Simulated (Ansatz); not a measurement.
Input:

InN (zinc blende)

```yaml
crystal:
  lattice:
    - [0.00000, 2.52471, 2.52471]
    - [2.52471, 0.00000, 2.52471]
    - [2.52471, 2.52471, 0.00000]
  atoms:
    - { symbol: N, position: [0.75000, 0.75000, 0.75000] }
    - { symbol: In, position: [0.00000, 0.00000, 0.00000] }
```

E(V) scan at fixed shape, V₀ the volume above. Symmetry pins the atoms to their sites.

Method: PBE (plane waves to 420 eV, PAW, scalar-relativistic; Ansatz, a program for electronic structure). k mesh 11×11×11 (Γ-centred), Fermi-Dirac smearing 0.05 eV. The energy includes the smearing's −TS. Stress and pressure are positive under compression. At this level the bands of InN touch or barely overlap; measurements give the solid a gap. InN was relaxed with its symmetry unable to fall. The PAW data are Ansatz's earlier set. ΔE is measured from the relaxed starting cell.

The scan covers V/V₀ from 0.900 to 1.100 in 11 points.

Question: What is ΔE at V/V₀ = 0.900?

Answer: 74 meV/atom.

Question: What is ΔE at V/V₀ = 1.100?

Answer: 51 meV/atom.

Question: What pressure does the cell carry at V/V₀ = 0.900?

Answer: 16.4 GPa.

(Under strain, the slope of the energy per volume gives the stress and its curvature an elastic modulus.)
